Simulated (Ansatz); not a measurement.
Mo: opening a crack plane

Mo, Im-3m, a = 3.129 Å. Ansatz: PBEsol, PAW, 420 eV, Γ-centred 23×23×7 mesh on 4 atoms, Gaussian smearing 0.15 eV; no spin polarisation. One cut on (011) per cell of 4 atoms is opened rigidly by x, between planes of Mo and Mo that stand 2.21 Å apart; y is the energy per area (6.924 Å², 1 eV/Å² = 16.02 J/m²).

| x (Å) | y (J/m²) |
| --- | --- |
| 0.00 | 0.000 |
| 0.50 | 1.297 |
| 1.00 | 3.216 |
| 2.00 | ? |
| 3.00 | 6.215 |
| 6.00 | 6.410 |

Fit the universal binding curve y = W[1 − (1 + x/l) e^(−x/l)] to the other rows, give the peak stress, and predict the missing value.

Least squares gives W = 6.44 J/m² and l = 0.597 Å. The stress dy/dx peaks at x = l with W/(e l) = 39.7 GPa, for rigid faces. At x = 2.00: x/l = 3.350, y = 5.457 J/m². The run gave 5.502 J/m², so the fit is 0.045 J/m² too low, within twice the rms miss on the fitted rows (0.023 J/m²).

Cost: 6 runs of about 21 core-minutes in all, on AMD EPYC (Zen 3) (shared hosts).